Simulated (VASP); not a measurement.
# InSe (P-6m2) in VASP: notebook

One crystal, InSe, is run at these levels: LDA; tasks: atomic charges, electron localisation function, single point.

Program: VASP 6.6.1. These are calculated values, not measurements. Logs are shortened: lines on timing, memory, paths and dates and some standing lists are left out, and cuts for length are marked.

**1. Starting point**

The structure is hexagonal, space group P-6m2 (No. 187). The conventional cell has a = 4.047 Å, b = 4.047 Å, c = 18.052 Å, α = 90.00°, β = 90.00°, γ = 120.00°. In (site symmetry 3m) is surrounded by 3 Se at 2.65 Å and 1 In at 2.79 Å. Around In (site symmetry 3m) lie 3 Se at 2.65 Å and 1 In at 2.79 Å. Se (site symmetry 3m) has 3 In at 2.65 Å as nearest neighbours. Se (site symmetry 3m) has 3 In at 2.65 Å as nearest neighbours.

Measurements of this composition are mostly on another form, of space group No. 160.

**2. Atomic charges, LDA**

INCAR

```
PREC = Accurate
ENCUT = 520
EDIFF = 1E-6
ISMEAR = 0
SIGMA = 0.02
LREAL = F
LASPH = T
NELM = 100
ALGO = Fast
ISIF = 2
LWAVE = F
LCHARG = F
GGA = CA
LORBIT = 11
```

KPOINTS

```
regular mesh
0
Gamma
  6 6 2
```

POSCAR

```
InSe
1.0
    4.0473293151      0.0000000000      0.0000000000
   -2.0236646576      3.5050900044      0.0000000000
    0.0000000000      0.0000000000     18.0520649100
In Se
4 4
Direct
    0.3333333333      0.6666666667      0.0773904900
    0.3333333333      0.6666666667      0.9226095100
    0.0000000000      0.0000000000      0.4226063200
    0.0000000000      0.0000000000      0.5773936800
    0.3333333333      0.6666666667      0.3529842800
    0.3333333333      0.6666666667      0.6470157200
    0.6666666667      0.3333333333      0.1469999300
    0.6666666667      0.3333333333      0.8530000700
```

Potentials or basis: VASP PAW LDA potentials, release 64 (In_d, Se).

Run with:

```sh
$ cat potpaw_LDA.64/In_d/POTCAR potpaw_LDA.64/Se/POTCAR > POTCAR
$ mpirun -np 1 vasp_std > vasp.out
```

OUTCAR:

```text
PREC = Accurate
   ENCUT = 520
   EDIFF = 1E-6
   ISMEAR = 0
   LREAL = F
   LASPH = T
   NELM = 100
   ISIF = 2
   GGA = CA
   LORBIT = 11

 ion  position               nearest neighbor table
   1  0.333  0.667  0.077-   7 2.65   7 2.65   7 2.65   2 2.79
   2  0.333  0.667  0.923-   8 2.65   8 2.65   8 2.65   1 2.79
   3  0.000  0.000  0.423-   5 2.65   5 2.65   5 2.65   4 2.79
   4  0.000  0.000  0.577-   6 2.65   6 2.65   6 2.65   3 2.79
   5  0.333  0.667  0.353-   3 2.65   3 2.65   3 2.65
   6  0.333  0.667  0.647-   4 2.65   4 2.65   4 2.65
   7  0.667  0.333  0.147-   1 2.65   1 2.65   1 2.65
   8  0.667  0.333  0.853-   2 2.65   2 2.65   2 2.65

  LATTYP: Found a hexagonal cell.
 ALAT       =     4.0473293151
 C/A-ratio  =     4.4602411874

  Lattice vectors:

 A1 = (   4.0473293151,   0.0000000000,   0.0000000000)
 A2 = (  -2.0236646576,   3.5050900044,   0.0000000000)
 A3 = (   0.0000000000,   0.0000000000,  18.0520649100)

Analysis of symmetry for initial positions (statically):
=====================================================================
 Subroutine PRICEL returns:
 Original cell was already a primitive cell.

 Routine SETGRP: Setting up the symmetry group for a
 hexagonal supercell.

 Subroutine GETGRP returns: Found 12 space group operations
 (whereof 12 operations were pure point group operations)
 out of a pool of 24 trial point group operations.

The static configuration has the point symmetry D_3h.

Analysis of symmetry for dynamics (positions and initial velocities):
=====================================================================
 Subroutine PRICEL returns:
 Original cell was already a primitive cell.

 Routine SETGRP: Setting up the symmetry group for a
 hexagonal supercell.

 Subroutine GETGRP returns: Found 12 space group operations
 (whereof 12 operations were pure point group operations)
 out of a pool of 24 trial point group operations.

The dynamic configuration has the point symmetry D_3h.

 Subroutine INISYM returns: Found 12 space group operations
 (whereof 12 operations are pure point group operations),
 and found     1 'primitive' translations

----------------------------------------------------------------------------------------

                                     Primitive cell

  volume of cell :     256.0912

[... 106 lines left out ...]
   IALGO  =     68    algorithm
   IMIX   =      4    mixing-type and parameters
     AMIX     =   0.40;   BMIX     =  1.00
     AMIX_MAG =   1.60;   BMIX_MAG =  1.00
  volume/ion in A,a.u.               =      32.01       216.02
  Fermi-wavevector in a.u.,A,eV,Ry     =   1.091980  2.063542 16.223849  1.192419
  Thomas-Fermi vector in A             =   2.228236
   LORBIT       =     11    0 simple, 1 ext, 2 COOP (PROOUT), +10 PAW based schemes
   GGA     = CA    functional components
   LHFCALC =     F    Hartree Fock is set to
   AEXX    =    0.0000 exact exchange contribution
   IVDW    =     0    specifies the selected vdW correction
   LEPSILON=     F    determine dielectric tensor
   LRPA    =     F    only Hartree local field effects (RPA)
 non-spin polarized calculation
 RMM-DIIS sequential band-by-band and
 Gauss-broadening in eV      SIGMA  =   0.02
  energy-cutoff  :      520.00
  volume of cell :      256.09
 maximum number of plane-waves:      6951
   NGX = 15   NGY = 15   NGZ = 67

 number of electron      76.0000018 magnetization

 Free energy of the ion-electron system (eV)
  ---------------------------------------------------
  ext. energy  EPLUGINS =         0.00000000
  ---------------------------------------------------
  free energy    TOTEN  =       -33.11393889 eV

  energy without entropy =      -33.11393889  energy(sigma->0) =      -33.11393889

 E-fermi :   2.9809     XC(G=0):  -8.7785

 val. band max:        2.8602643290   @ k =   0.0000   0.0000   0.0000
 cond. band min:       3.3718222839   @ k =   0.0000   0.0000   0.0000
 fundamental gap:      0.5115579549
 Fermi energy:         2.9808893375

 k-point     1 :       0.0000    0.0000    0.0000
  band No.  band energies     occupation
      1     -11.6294      2.00000
      2     -11.6269      2.00000
      3     -11.4375      2.00000
      4     -11.4375      2.00000
      5     -11.4351      2.00000
      6     -11.4351      2.00000
[... 661 lines left out ...]
     44       6.4468      0.00000
     45       7.3635      0.00000

------------------------ aborting loop because EDIFF is reached ----------------------------------------

  FORCE on cell =-STRESS in cart. coord.  units (eV):
  Direction    XX          YY          ZZ          XY          YZ          ZX
  --------------------------------------------------------------------------------------
  -------------------------------------------------------------------------------------
  Total       -3.5469070     -3.5469070     -3.2472388      0.0000000     -0.0000000     -0.0000000
  in kB      -22.1904330    -22.1904330    -20.3156257      0.0000000     -0.0000000     -0.0000000
  external PRESSURE =     -21.5654972 kB  Pullay stress =       0.0000000 kB

 VOLUME and BASIS-vectors are now :
 -----------------------------------------------------------------------------
  energy-cutoff  :      520.00
  volume of cell :      256.09
      direct lattice vectors                 reciprocal lattice vectors
     4.047329315  0.000000000  0.000000000     0.247076510  0.142649689  0.000000000
    -2.023664658  3.505090004  0.000000000     0.000000000  0.285299379  0.000000000
     0.000000000  0.000000000 18.052064910     0.000000000  0.000000000  0.055395325

 POSITION                                       TOTAL-FORCE (eV/Angst)
 -----------------------------------------------------------------------------------
     -0.00000      2.33673      1.39706         0.000000      0.000000     -0.027300
     -0.00000      2.33673     16.65501         0.000000      0.000000      0.027300
      0.00000      0.00000      7.62892         0.000000     -0.000000      0.027509
      0.00000      0.00000     10.42315         0.000000      0.000000     -0.027509
     -0.00000      2.33673      6.37210         0.000000     -0.000000      0.127813
     -0.00000      2.33673     11.67997         0.000000     -0.000000     -0.127813
      2.02366      1.16836      2.65365        -0.000000      0.000000     -0.127982
      2.02366      1.16836     15.39841        -0.000000      0.000000      0.127982
 -----------------------------------------------------------------------------------
    total drift:                               -0.000001      0.000000     -0.000000

  FREE ENERGIE OF THE ION-ELECTRON SYSTEM (eV)
  ---------------------------------------------------
  free  energy   TOTEN  =       -33.1139388880 eV

  energy  without entropy=      -33.1139388880  energy(sigma->0) =      -33.11393889

 total charge

# of ion       s       p       d       tot
------------------------------------------
    1        0.874   0.669   9.880  11.422
    2        0.874   0.669   9.880  11.422
    3        0.874   0.669   9.880  11.422
    4        0.874   0.669   9.880  11.422
    5        1.476   2.321   0.021   3.819
    6        1.476   2.321   0.021   3.819
    7        1.476   2.321   0.021   3.819
    8        1.476   2.321   0.021   3.819
--------------------------------------------------
tot          9.399  11.960  39.605  60.964
```

stdout:

```text
POSCAR found type information on POSCAR InSe
 POSCAR found :  2 types and       8 ions
 scaLAPACK will be used
 LDA part: xc-table for (Slater(with rela. corr.)+CA(PZ))
 , standard interpolation
 POSCAR, INCAR and KPOINTS ok, starting setup
 FFT: planning ... GRIDC
 FFT: planning ... GRID_SOFT
 FFT: planning ... GRID
 WAVECAR not read
 entering main loop
```

Run time: 2.5 min. Hardware: 1 thread of AMD EPYC 9R45 (Zen 5), shared host; peak memory 0.3 GiB.

Results:

| Property | Result |
| --- | --- |
| Free energy | -33.1139 eV |
| Pressure | -2.2 GPa |
| Largest force | 0.128 eV/Å |
| Band gap on the k mesh | 0.51 eV, direct |
| Valence electrons inside the program's atomic spheres | In 11.42; Se 3.82 |

Forces in eV/Å, atoms in the order of the input:
```
In   0.000  0.000 -0.027
In   0.000  0.000  0.027
In   0.000  0.000  0.028
In   0.000  0.000 -0.028
Se   0.000  0.000  0.128
Se   0.000  0.000 -0.128
Se   0.000  0.000 -0.128
Se   0.000  0.000  0.128
```

Caveat: spin-orbit coupling is left out, which moves the levels of the heavy elements.

**3. Electron localisation function, LDA**

INCAR

```
PREC = Accurate ; ENCUT = 520
EDIFF = 1E-6 ; ISMEAR = 0
SIGMA = 0.02 ; LREAL = F
LASPH = T ; NELM = 100
ALGO = Normal ; ISIF = 2
LWAVE = F ; LCHARG = T
GGA = CA ; LELF = T
```

KPOINTS is that of step 2.

POSCAR is that of step 2.

Potentials or basis: VASP PAW LDA potentials, release 64 (In_d, Se).

Run with:

```sh
$ cat potpaw_LDA.64/In_d/POTCAR potpaw_LDA.64/Se/POTCAR > POTCAR
$ mpirun -np 1 vasp_std > vasp.out
```

It took 1.8 min on 1 thread of AMD EPYC 9R45 (Zen 5), shared host; peak memory 0.31 GiB.

The run converged. Its results:

```
Free energy            : -33.1139 eV
Pressure               : -2.2 GPa
Largest force          : 0.128 eV/Å
Band gap on the k mesh : 0.51 eV, direct
```

Forces in eV/Å, atoms in the order of the input:
```
In   0.000  0.000 -0.027
In   0.000  0.000  0.027
In   0.000  0.000  0.027
In   0.000  0.000 -0.027
Se   0.000  0.000  0.128
Se   0.000  0.000 -0.128
Se   0.000  0.000 -0.128
Se   0.000  0.000  0.128
```

Stress tensor (GPa, compression positive):
```
-2.22  0.00  0.00
 0.00 -2.22  0.00
 0.00  0.00 -2.04
```

Levels at points of the mesh, in eV from the valence-band top:
```csv
k point,band 35,band 36,band 37,band 38,band 39,band 40,band 41,band 42
"(0.00, 0.00, 0.00)",-0.99,-0.94,-0.94,0.00,0.51,1.36,2.06,2.10
"(0.50, 0.00, 0.00)",-1.94,-1.87,-1.48,-1.35,1.57,1.61,1.80,1.85
"(0.00, 0.00, 0.50)",-0.96,-0.96,-0.61,-0.60,1.03,1.05,2.08,2.09
"(0.50, 0.00, 0.50)",-1.91,-1.91,-1.41,-1.37,1.48,1.57,1.82,1.97
```

Caveat: spin-orbit coupling is left out, which moves the levels of the heavy elements. As with any semilocal functional, this LDA gap is likely too small.

**4. Single point, LDA**

INCAR

```
SYSTEM = InSe
ALGO = Normal
EDIFF = 1E-7
ENCUT = 550
GGA = CA
ISIF = 2
ISMEAR = 0
LASPH = .TRUE.
LCHARG = .TRUE.
LELF = .TRUE.
LREAL = .FALSE.
LVHAR = .TRUE.
LWAVE = .FALSE.
NELM = 80
PREC = Accurate
SIGMA = 0.05
```

KPOINTS

```
k-points
0
G
  8 8 2
  0 0 0
```

POSCAR

```
InSe
1.0
    4.0473293151      0.0000000000      0.0000000000
   -2.0236646576      3.5050900044      0.0000000000
    0.0000000000      0.0000000000     18.0520649100
In Se
4 4
Cartesian
   -0.0000000002      2.3367266697      1.3970581489
   -0.0000000002      2.3367266697     16.6550067611
    0.0000000000      0.0000000000      7.6289167200
    0.0000000000      0.0000000000     10.4231481900
   -0.0000000002      2.3367266697      6.3720951348
   -0.0000000002      2.3367266697     11.6799697752
    2.0236646577      1.1683633347      2.6536522781
    2.0236646577      1.1683633347     15.3984126319
```

Potentials or basis: VASP PAW LDA potentials, release 64 (In_d_GW, Se_GW).

Run with:

```sh
$ cat potpaw_LDA.64/In_d_GW/POTCAR potpaw_LDA.64/Se_GW/POTCAR > POTCAR
$ mpirun -np 1 vasp_std > vasp.out
```

Wall time 5.7 min (1 thread of Intel Xeon 6975P-C (Granite Rapids), shared host); peak memory 0.42 GiB.

The run converged. Its results:

| Property | Result |
| --- | --- |
| Free energy | -33.1744 eV |
| Pressure | -2.2 GPa |
| Largest force | 0.141 eV/Å |
| Band gap on the k mesh | 0.51 eV, direct |

Forces on the atoms (eV/Å):
```
In   0.000  0.000 -0.017
In   0.000  0.000  0.017
In   0.000  0.000  0.018
In   0.000  0.000 -0.018
Se   0.000  0.000  0.141
Se   0.000  0.000 -0.141
Se   0.000  0.000 -0.141
Se   0.000  0.000  0.141
```

Stress tensor (GPa, compression positive):
```
-2.30  0.00  0.00
 0.00 -2.30  0.00
 0.00  0.00 -2.08
```

Levels at points of the mesh, in eV from the valence-band top:
| k point | band 34 | band 35 | band 36 | band 37 | band 38 | band 39 | band 40 | band 41 | band 42 | band 43 |
| --- | --- | --- | --- | --- | --- | --- | --- | --- | --- | --- |
| (0.00, 0.00, 0.00) | -0.99 | -0.99 | -0.94 | -0.94 | 0.00 | 0.51 | 1.36 | 2.06 | 2.11 | 4.39 |
| (0.50, 0.00, 0.00) | -1.96 | -1.94 | -1.87 | -1.48 | -1.35 | 1.57 | 1.61 | 1.81 | 1.85 | 3.52 |
| (0.00, 0.00, 0.50) | -0.96 | -0.96 | -0.96 | -0.61 | -0.60 | 1.03 | 1.05 | 2.09 | 2.09 | 4.39 |
| (0.50, 0.00, 0.50) | -2.03 | -1.90 | -1.90 | -1.41 | -1.37 | 1.49 | 1.57 | 1.82 | 1.97 | 3.54 |

Caveat: spin-orbit coupling is left out, which moves the levels of the heavy elements. LDA gaps usually lie below the measured ones, often by a third to a half.

**5. Single point, LDA**

run.py

```python
from ase.calculators.vasp import Vasp
from ase.dft.bandgap import bandgap
from ase.io import read

atoms = read('InSe.cif', primitive_cell=True, subtrans_included=False)
calc = Vasp(
    directory='calc',
    xc='lda',
    pp='LDA',
    setups='gw',
    prec='Accurate',
    encut=550,
    ediff=1e-06,
    ismear=0,
    sigma=0.05,
    lreal=False,
    lasph=True,
    nelm=80,
    algo='Normal',
    isif=2,
    lwave=False,
    lcharg=False,
    kpts=[8, 8, 2],
    gamma=True,
    nbands=48,
)
atoms.calc = calc

print('energy (eV):', atoms.get_potential_energy())
print('free energy (eV):', atoms.get_potential_energy(force_consistent=True))
print('forces (eV/A):')
print(atoms.get_forces())
print('stress (eV/A^3, Voigt):', atoms.get_stress())
print('Fermi level (eV):', calc.get_fermi_level())
gap, top, bottom = bandgap(calc)
print('band gap (eV):', gap, 'from (spin, k, band)', top, 'to', bottom)
```

InSe.cif

```cif
data_InSe
_cell_length_a 4.04732932
_cell_length_b 4.04732932
_cell_length_c 18.05206491
_cell_angle_alpha 90.00000000
_cell_angle_beta 90.00000000
_cell_angle_gamma 120.00000000
_space_group_name_H-M_alt 'P-6m2'
_space_group_name_Hall 'P -6 2'
_space_group_IT_number 187
loop_
_space_group_symop_operation_xyz
'x,y,z'
'-x+y,-x,-z'
'-y,x-y,z'
'x,y,-z'
'-x+y,-x,z'
'-y,x-y,-z'
'-y,-x,-z'
'x,x-y,z'
'-x+y,y,-z'
'-y,-x,z'
'x,x-y,-z'
'-x+y,y,z'
loop_
_atom_site_label
_atom_site_type_symbol
_atom_site_symmetry_multiplicity
_atom_site_Wyckoff_symbol
_atom_site_fract_x
_atom_site_fract_y
_atom_site_fract_z
_atom_site_occupancy
In1 In 2 h 0.3333333333 0.6666666667 0.0773904900 1
In2 In 2 g 0.0000000000 0.0000000000 0.4226063200 1
Se1 Se 2 h 0.3333333333 0.6666666667 0.3529842800 1
Se2 Se 2 i 0.6666666667 0.3333333333 0.1469999300 1
```

Run with:

```sh
$ python run.py
```

It took 5.9 min on 1 thread of Intel Xeon 6975P-C (Granite Rapids), shared host; peak memory 0.44 GiB.

The run converged. Its results:

```
Free energy            : -33.1744 eV
Pressure               : -2.2 GPa
Largest force          : 0.141 eV/Å
Band gap on the k mesh : 0.51 eV, direct
```

Forces in eV/Å, atoms in the order of the input:
```
In   0.000  0.000 -0.015
In   0.000  0.000  0.015
In   0.000  0.000  0.016
In   0.000  0.000 -0.016
Se   0.000  0.000  0.141
Se   0.000  0.000 -0.141
Se   0.000  0.000 -0.141
Se   0.000  0.000  0.141
```

Stress tensor (GPa, compression positive):
```
-2.30  0.00  0.00
 0.00 -2.30  0.00
 0.00  0.00 -2.07
```

Levels at points of the mesh, in eV from the valence-band top:
```
           k point  band 34  band 35  band 36  band 37  band 38  band 39  band 40  band 41  band 42  band 43
(0.00, 0.00, 0.00)    -0.99    -0.99    -0.94    -0.94     0.00     0.51     1.36     2.06     2.11     4.38
(0.50, 0.00, 0.00)    -1.96    -1.94    -1.87    -1.48    -1.35     1.57     1.61     1.81     1.85     3.52
(0.00, 0.00, 0.50)    -0.96    -0.96    -0.96    -0.61    -0.60     1.03     1.05     2.09     2.09     4.39
(0.50, 0.00, 0.50)    -2.03    -1.90    -1.90    -1.41    -1.37     1.49     1.57     1.82     1.97     3.54
```

Caveat: spin-orbit coupling is left out, which moves the levels of the heavy elements. As with any semilocal functional, this LDA gap is likely too small.

**6. For comparison**

An earlier run on the cell as given: functional PBEsol; potentials or basis VASP PAW PBE potentials, release 64 (In_d, Se); cutoff 520 eV; k mesh 8 × 8 × 2; occupations fermi-dirac, width 0.05 eV; no spin polarisation.

- Pressure: -0.7 GPa
- Largest force: 0.081 eV/Å
- Band gap on the k mesh: 0.63 eV, direct

**7. Summary**

| task | level | potentials or basis | k mesh | cutoff (eV) | smearing | ladder | gap on the mesh (eV) | pressure (GPa) | largest force (eV/Å) |
| --- | --- | --- | --- | --- | --- | --- | --- | --- | --- |
| atomic charges | LDA | VASP PAW LDA potentials, release 64 (In_d, Se) | 6 × 6 × 2 | 520 | gaussian 0.02 eV | - | 0.51 | -2.2 | 0.13 |
| electron localisation function | LDA | VASP PAW LDA potentials, release 64 (In_d, Se) | 6 × 6 × 2 | 520 | gaussian 0.02 eV | - | 0.51 | -2.2 | 0.13 |
| single point | LDA | VASP PAW LDA potentials, release 64 (In_d_GW, Se_GW) | 8 × 8 × 2 | 550 | gaussian 0.05 eV | - | 0.51 | -2.2 | 0.14 |
| single point | PBEsol | VASP PAW PBE potentials, release 64 (In_d, Se) | 8 × 8 × 2 | 520 | fermi-dirac 0.05 eV | free | 0.63 | -0.7 | 0.08 |

Alike in all rows: no spin polarisation; cell as given.

Caveats: spin-orbit coupling is left out, which moves the levels of the heavy elements; the PAW data sets were made with another functional, which shifts forces and pressure a little (some runs); this functional lacks dispersion, which binds the layers, so the pressure and a relaxed spacing across them are unreliable (some runs).

Absolute energies hang on the potentials; compare differences alone.
